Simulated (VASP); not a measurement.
Set up this calculation in VASP 6.6.1, as the native input.

```yaml
Task: single point
Functional: HSE06
Potentials_or_basis: VASP PAW PBE potentials, release 64 (W_sv, Se)
Cutoff: 450 eV
k_mesh: 4 × 4 × 1
Occupations: gaussian, width 0.05 eV
Spin: collinear spin, ferromagnetic start
Starting_moments: "[0.5, 0.5, 0.0, 0.0, 0.0, 0.0] μB"
Grid_for_exact_exchange_PRECFOCK: Fast
Screening_parameter: 0.2 1/A
Further_INCAR_settings: ALGO = Normal; EDIFF = 1e-07; NBANDS = 39
```

The system is WSe2.

```
CELL_PARAMETERS angstrom
3.29000 0.00000 0.00000
-1.64500 2.84922 0.00000
0.00000 0.00000 12.97000
ATOMIC_POSITIONS crystal
W 0.33333 0.66667 0.25000
W 0.66667 0.33333 0.75000
Se 0.33333 0.66667 0.62100
Se 0.66667 0.33333 0.12100
Se 0.33333 0.66667 0.87900
Se 0.66667 0.33333 0.37900
```

One way to write it, as run:

POSCAR

```
WSe2
1.0
    3.2899988200      0.0000000000      0.0000000000
   -1.6449994100      2.8492225500      0.0000000000
    0.0000000000      0.0000000000     12.9700014400
W Se
2 4
Direct
    0.3333333333      0.6666666667      0.2500000000
    0.6666666667      0.3333333333      0.7500000000
    0.3333333333      0.6666666667      0.6210000000
    0.6666666667      0.3333333333      0.1210000000
    0.3333333333      0.6666666667      0.8790000000
    0.6666666667      0.3333333333      0.3790000000
```

INCAR.step1

```
SYSTEM = WSe2
ALGO = Normal ; EDIFF = 1E-5
ENCUT = 450 ; GGA = PE
ISIF = 2 ; ISMEAR = 0
ISPIN = 2 ; LASPH = .TRUE.
LCHARG = .FALSE. ; LMAXMIX = 4
LORBIT = 11 ; LREAL = .FALSE.
LWAVE = .TRUE. ; MAGMOM = 0.5 0.5 0 0 0 0
NBANDS = 39 ; NELM = 100
PREC = Accurate ; SIGMA = 0.05
```

INCAR.step2

```
SYSTEM = WSe2
ALGO = Normal ; EDIFF = 1E-7
ENCUT = 450 ; GGA = PE
HFSCREEN = 0.2 ; ISIF = 2
ISMEAR = 0 ; ISPIN = 2
ISTART = 1 ; LASPH = .TRUE.
LCHARG = .FALSE. ; LHFCALC = .TRUE.
LMAXMIX = 4 ; LORBIT = 11
LREAL = .FALSE. ; LWAVE = .FALSE.
MAGMOM = 0.5 0.5 0 0 0 0 ; NBANDS = 39
NELM = 100 ; PREC = Accurate
PRECFOCK = Fast ; SIGMA = 0.05
```

KPOINTS

```
k-points
0
G
  4 4 1
  0 0 0
```

Potentials or basis: VASP PAW PBE potentials, release 64 (W_sv, Se).

Run with:

```bash
$ cat potpaw_PBE.64/W_sv/POTCAR potpaw_PBE.64/Se/POTCAR > POTCAR
$ cp INCAR.step1 INCAR
$ mpirun -np 1 vasp_std > vasp.out
$ cp INCAR.step2 INCAR
$ mpirun -np 1 vasp_std > vasp.out
```

Results of the run:

| Property | Result |
| --- | --- |
| Pressure | -1.1 GPa |
| Largest force | 0.493 eV/Å |
| Band gap on the k mesh | 1.86 eV, indirect (least direct gap 2.75 eV) |
| Net moment | 0.00 μB per cell |
| Valence electrons inside the program's atomic spheres | W 11.93; Se 3.95 |

Caveat: the k mesh is coarse (spacing up to 0.55 Å⁻¹), so the values aren't converged, least of all with exact exchange; the PAW data sets were made with another functional, which shifts forces and pressure a little; spin-orbit coupling is left out, which moves the levels of the heavy elements; an odd mesh through Γ misses points on the zone boundary, where band edges often lie; this functional lacks dispersion, which binds the layers, so the pressure and a relaxed spacing across them are unreliable.

It took 31 min on 1 thread of AMD EPYC 7R43 64-Core Processor (Zen 3), on a shared host, peak memory 0.34 GiB.
